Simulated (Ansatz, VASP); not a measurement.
NiO: VASP beside Ansatz

```
CELL_PARAMETERS angstrom
0.00000 2.09131 2.09131
2.09131 0.00000 2.09131
2.09131 2.09131 0.00000
ATOMIC_POSITIONS crystal
Ni 0.00000 0.00000 0.00000
O 0.50000 0.50000 0.50000
```

Alike in both runs: task single point; functional PBE; k mesh 11 × 11 × 11; occupations fermi-dirac, width 0.05 eV; collinear spin, ferromagnetic start.

|  | VASP | Ansatz |
| --- | --- | --- |
| version | VASP 6.6.1 | Ansatz 0.2.0 |
| potentials or method | VASP PAW PBE potentials, release 64 (Ni, O) | Ansatz PAW |
| plane-wave cutoff (eV) | 520 | 420 |
| valence electrons in the cell | 16 | 24 |

```tsv
	VASP	Ansatz	Ansatz less VASP
gap on the k mesh at the Fermi level (eV)	none	none	-
pressure (GPa)	3.7	4.3	+0.57
net moment per atom (μB)	0.85	0.88	+0.026
size of the moment on the site where the two differ most (μB)	0.26	0.28	+0.026
```

Site moments also hang on the region over which each program counts them. A gap of «none» marks a metal or a gap that the smearing closes. The two sets of potentials don't hold the same shells in valence.

Caveats: a cell with one magnetic atom can't hold antiferromagnetic order, which such compounds often take; semilocal functionals often make such compounds metallic where correlation or magnetic order opens a gap, which also shifts bond lengths; the pressure holds a Pulay correction of +0.7 GPa for the finite cutoff (Ansatz). With open d or f shells a metallic result of PBE can be an artefact of self-interaction; +U or a hybrid may open a gap.
